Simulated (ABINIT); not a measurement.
Crystal: Ta.

```
CELL_PARAMETERS angstrom
2.90037 0.00000 0.00000
-1.45019 2.51180 0.00000
0.00000 0.00000 5.16627
ATOMIC_POSITIONS crystal
Ta 0.33333 0.66667 0.25000
Ta 0.66667 0.33333 0.75000
```

This isn't the form of Ta at room conditions, which is bcc.

Base run:

| Item | Value |
| --- | --- |
| Program | ABINIT 10.8.3 (patched build) |
| Functional | PBEsol |
| Potentials or basis | JTH PAW PBE v2.0 |
| Cutoff | 626 eV |
| k mesh | 11 × 11 × 5 |
| Occupations | fermi-dirac, width 0.05 eV |
| Spin | no spin polarisation |

Its results: band gap on the k mesh none (metal or under the smearing width); pressure -7.6 GPa.

Question: After a change of settings the same cell gave: band gap on the k mesh none (metal or under the smearing width); pressure -8.3 GPa. Which change was it?
A. functional from PBEsol to r2SCAN
B. functional from PBEsol to AM05
C. functional from PBEsol to RPBE
D. functional from PBEsol to BLYP

Answer: B.

Caveats: the PAW data sets were made with another functional, which shifts forces and pressure a little.

Runs at the PBE level aren't shown here.
